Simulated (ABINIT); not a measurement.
The system is NaCl.

```
Cl Na
1.0
     0.00000    2.79406    2.79406
     2.79406    0.00000    2.79406
     2.79406    2.79406    0.00000
Cl Na
1 1
Direct
  0.50000 0.50000 0.50000
  0.00000 0.00000 0.00000
```

The cell is a database's computed one.

Base run:

- Program: ABINIT 10.8.3 (patched build)
- Functional: PBEsol
- Potentials or basis: JTH PAW PBE v2.0
- Cutoff: 1088 eV
- k mesh: 10 × 10 × 10
- Occupations: fermi-dirac, width 0.05 eV
- Spin: no spin polarisation

Its results: band gap on the k mesh 5.03 eV, direct; pressure 0.4 GPa.

Q: After a change of settings the same cell gave: band gap on the k mesh 6.01 eV, direct; pressure 4.6 GPa. Which change was it?
A. functional from PBEsol to RPBE; k mesh from 10 × 10 × 10 to 8 × 8 × 8
B. functional from PBEsol to AM05; k mesh from 10 × 10 × 10 to 8 × 8 × 8
C. functional from PBEsol to HCTH407; k mesh from 10 × 10 × 10 to 8 × 8 × 8
D. functional from PBEsol to revPBE; k mesh from 10 × 10 × 10 to 8 × 8 × 8

A: C.

Caveats: the PAW data sets were made with another functional, which shifts forces and pressure a little.
